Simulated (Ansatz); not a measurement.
## ZrC: how the plane-wave cutoff moves the results

The calculation used DFT PBE, scalar-relativistic, plane waves, PAW (Ansatz).

```cif
data_structure
_symmetry_space_group_name_H-M 'P 1'
_symmetry_Int_Tables_number 1
_cell_length_a 3.3612
_cell_length_b 3.3418
_cell_length_c 5.3331
_cell_angle_alpha 89.000
_cell_angle_beta 91.004
_cell_angle_gamma 119.424
_cell_volume 52.16
loop_
_atom_site_label
_atom_site_type_symbol
_atom_site_fract_x
_atom_site_fract_y
_atom_site_fract_z
_atom_site_occupancy
Zr1 Zr 0.33696 0.67599 0.24603 1
Zr2 Zr 0.68904 0.32775 0.74611 1
C1 C 0.03363 0.01770 0.99926 1
C2 C 0.01846 0.00450 0.49087 1
```

```json
{
 "Γ-centred k-mesh": "10×10×6",
 "occupation rule": "Gaussian smearing, 0.1 eV",
 "spin treatment": "unpolarised",
 "valence charge of the PAW sets": "Zr 12, C 4"
}
```

The atoms are held and the plane-wave cutoff is swept. Energies are extrapolated to zero smearing and count from the reference run, 600 eV. The cell was strained and its atoms displaced at random, so that forces don't vanish. Pressure is positive in compression and holds a correction for the finite cutoff (Pulay stress).

(1) One run gave ΔE = 1.60 meV/atom and P = 0.76 GPa. Which plane-wave cutoff did it use, of 200, 250, 300, 350, 420?

Results:

(1) 420 eV. All runs:

```
cutoff (eV)  ΔE (meV/atom) P (GPa) largest change of a force component (eV/Å) plane waves at Γ
        200           1336    -5.10                                       0.186               313
        250            341     3.63                                       0.060               469
        300           74.9     1.55                                       0.022               611
        350           16.1     0.89                                       0.010               763
        420           1.60     0.76                                       0.000              1041
        600           0.00     0.77                                       0.000              1763
```

This form isn't the usual stable structure of the compound.